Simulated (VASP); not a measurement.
## MnO: single point with PBE+D4

MnO:

```xyz
4
Lattice="3.3411 0.0000 0.0000 -1.6705 2.8935 0.0000 0.0000 0.0000 5.3366" Properties=species:S:1:pos:R:3 pbc="T T T"
Mn    0.0000    1.9290    0.0585
Mn    1.6705    0.9645    2.7268
O     0.0000    1.9290    2.0037
O     1.6705    0.9645    4.6720
```

Measurements of this composition are mostly on another form, of space group No. 225.

* Program: VASP 6.6.1
* Task: single point
* Functional: PBE
* Dispersion: D4
* Potentials or basis: VASP PAW PBE potentials, release 64 (Mn_pv, O)
* Cutoff: 520 eV
* k mesh: 4 × 4 × 1, shifted
* Occupations: gaussian, width 0.1 eV
* Spin: collinear spin, typed start
* Starting moments: [4.22, 4.22, 0.25, 0.25] μB
* Dipole correction: no
* Further INCAR settings: ALGO = Normal; EDIFF = 1e-07; NBANDS = 31; ISYM = 0

| Quantity | Value |
| --- | --- |
| Pressure | 7.4 GPa |
| Largest force | 0.685 eV/Å |
| Band gap on the k mesh | 0.50 eV, indirect (least direct gap 0.58 eV) |
| Net moment | 10.00 μB per cell |
| Site moments | Mn +4.41; O +0.21 μB |
| Valence electrons inside the program's atomic spheres | Mn 11.46; O 5.03 |
| Dispersion energy per atom | -0.282 eV |

Forces on the atoms (eV/Å):
```
Mn   0.000  0.000 -0.685
Mn   0.000  0.000 -0.685
O    0.000  0.000  0.685
O    0.000  0.000  0.685
```

Stress tensor (GPa, compression positive):
```
 4.15  0.00  0.00
 0.00  4.15  0.00
 0.00  0.00 13.99
```

Levels at points of the mesh, in eV from the valence-band top:
Spin up:
| k point | band 21 | band 22 | band 23 | band 24 | band 25 | band 26 | band 27 | band 28 |
| --- | --- | --- | --- | --- | --- | --- | --- | --- |
| (0.06, 0.06, 0.25) | -0.90 | -0.74 | -0.13 | 0.00 | 0.58 | 3.28 | 7.02 | 10.33 |
Spin down:
| k point | band 11 | band 12 | band 13 | band 14 | band 15 | band 16 | band 17 | band 18 |
| --- | --- | --- | --- | --- | --- | --- | --- | --- |
| (0.06, 0.06, 0.25) | -4.97 | -4.90 | -4.86 | -4.75 | 0.98 | 1.19 | 1.22 | 1.42 |

Run time: 5.8 min on 1 thread of Intel(R) Xeon(R) Platinum 8488C (Sapphire Rapids) (shared host), peak memory 0.34 GiB.

Caveat: the k mesh is coarse (spacing up to 1.18 Å⁻¹), so the values aren't converged. A k mesh can miss the band edges.
